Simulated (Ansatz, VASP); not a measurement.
Tl: VASP beside Ansatz

INCAR

```
SYSTEM = Tl
PREC = Accurate
ENCUT = 520
EDIFF = 1E-6
ISMEAR = -1
SIGMA = 0.1
LREAL = .False.
LASPH = .True.
NELM = 80
ALGO = Normal
ISIF = 2
LWAVE = .False.
LCHARG = .False.
GGA = B5
ALDAX = 1.0
AGGAX = 1.0
AGGAC = 1.0
ALDAC = 0.0
NBANDS = 12
```

Contents of KPOINTS:

```
Automatic mesh
0
Gamma
  12 12 12
  0 0 0
```

Contents of POSCAR:

```
Tl
1.0
    0.0000000000      2.5709906055      2.5709906055
    2.5709906055      0.0000000000      2.5709906055
    2.5709906055      2.5709906055      0.0000000000
Tl
1
Direct
    0.0000000000      0.0000000000      0.0000000000
```

Input for Ansatz:

```yaml
crystal:
  lattice:
    - [0.0, 2.5709906055, 2.5709906055]
    - [2.5709906055, 0.0, 2.5709906055]
    - [2.5709906055, 2.5709906055, 0.0]
  atoms:
    - { symbol: Tl, position: [0.0, 0.0, 0.0] }
hamiltonian:
  xc: blyp
  pseudopotentials:
    kind: paw
    azcp:
      Tl: "pseudopotentials/Tl.paw.azcp"
basis:
  ecutwfc: 420
  fft_grid_basis: typed
kpoints:
  mp_grid: { grid: [12, 12, 12], shift: [0, 0, 0] }
magnetization:
  spin_polarized: false
scf:
  occupations: { method: fermi_dirac, width: 0.1 }
  lower_state_search: "off"
output:
  stress: true
```

Alike in both runs: task single point; functional BLYP; k mesh 12 × 12 × 12; occupations fermi-dirac, width 0.1 eV; no spin polarisation.

|  | VASP | Ansatz |
| --- | --- | --- |
| version | VASP 6.6.1 | Ansatz 0.2.0 |
| potentials or method | VASP PAW PBE potentials, release 64 (Tl_d) | plane waves (420 eV) with PAW, scalar-relativistic |
| plane-wave cutoff (eV) | 520 | 420 |
| valence electrons in the cell | 13 | 13 |

```csv
,VASP,Ansatz,Ansatz less VASP
pressure (GPa),0.8,0.8,-0.01
```

Caveats: the PAW data sets were made with another functional, which shifts forces and pressure a little (VASP). The runs have no spin-orbit coupling, so splittings on Tl are missing.
